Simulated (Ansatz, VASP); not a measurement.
**One calculation of CdSe, two programs**

```
CELL_PARAMETERS angstrom
2.97523 2.97523 0.00000
-2.97523 2.97523 0.00000
0.00000 2.97523 2.97523
ATOMIC_POSITIONS crystal
Cd 0.00000 0.00000 0.00000
Se 0.75000 0.25000 0.50000
```

Alike in both runs: functional PBEsol; k mesh 6 × 6 × 6; no spin polarisation.

Ansatz relaxed the structure, and its values are those at the end. VASP's run is a single point on that final structure, the one shown.

|  | VASP | Ansatz |
| --- | --- | --- |
| version | VASP 6.6.1 | Ansatz 0.2.0 |
| potentials or method | VASP PAW PBE potentials, release 64 (Cd, Se) | PAW with Ansatz's default frozen-core files, scalar-relativistic |
| plane-wave cutoff (eV) | 520 | 420 |
| occupations | gaussian, width 0.01 eV | fixed |
| valence electrons in the cell | 18 | 36 |

```tsv
	VASP	Ansatz	Ansatz less VASP
pressure (GPa)	4.4	4.0	-0.45
```

The two sets of potentials don't hold the same shells in valence.

Caveats: the PAW data sets were made with another functional, which shifts forces and pressure a little (VASP).
